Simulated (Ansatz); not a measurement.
**Pd: relaxation of cell and atoms with PBE+D3(BJ)**

Crystal: Pd.

```
Pd
1.0
     0.00000    1.94650    1.94650
     1.94650    0.00000    1.94650
     1.94650    1.94650    0.00000
Pd
1
Direct
  0.00000 0.00000 0.00000
```

```yaml
Program: Ansatz 0.2.0
Task: relaxation of cell and atoms
Functional: PBE
Dispersion: D3(BJ)
Potentials_or_basis: Ansatz PAW
Cutoff: "420 eV (not typed: the program's choice for these potentials)"
k_mesh: 12 × 12 × 12
Occupations: fermi-dirac, width 0.05 eV
Spin: no spin polarisation
```

- Relaxed volume: 14.70 Å³/atom
- Relaxed cell: a = 2.750 Å, b = 2.750 Å, c = 2.750 Å, α = 60.00°, β = 60.00°, γ = 60.00°
- Space group after relaxing (to 0.05 Å): Fm-3m (No. 225)
- Energy gained by relaxing: 0.1 meV/atom
- Ionic steps: 4
- Pressure after relaxing: 0.0 GPa
- Band gap on the k mesh: none (metal or under the smearing width)

Final structure:
```yaml
crystal:
  lattice:
    - [0.00000, 1.94440, 1.94440]
    - [1.94440, 0.00000, 1.94440]
    - [1.94440, 1.94440, 0.00000]
  atoms:
    - { symbol: Pd, position: [0.00000, 0.00000, 0.00000] }
```

Levels at points of the mesh, in eV from the Fermi level:
```tsv
k point	band 5	band 6	band 7	band 8	band 9	band 10	band 11	band 12	band 13
(0.00, 0.00, 0.00)	-7.15	-2.84	-2.84	-2.84	-1.22	-1.22	17.05	21.78	21.78
(0.00, 0.00, -0.50)	-5.30	-2.89	-2.89	-0.01	-0.01	1.03	7.36	16.45	20.99
(0.00, -0.50, -0.50)	-5.40	-5.12	-0.03	0.31	0.31	3.37	10.80	13.22	13.22
```

It took 2.3 s on 2 threads of Arm Neoverse V1 (shared host), peak memory 0.27 GiB.

Caveat: the plane-wave basis is chosen anew once the cell has moved, so the energies of steps on either side of that aren't comparable; pairwise dispersion overbinds metals, which lowers pressure and volume.
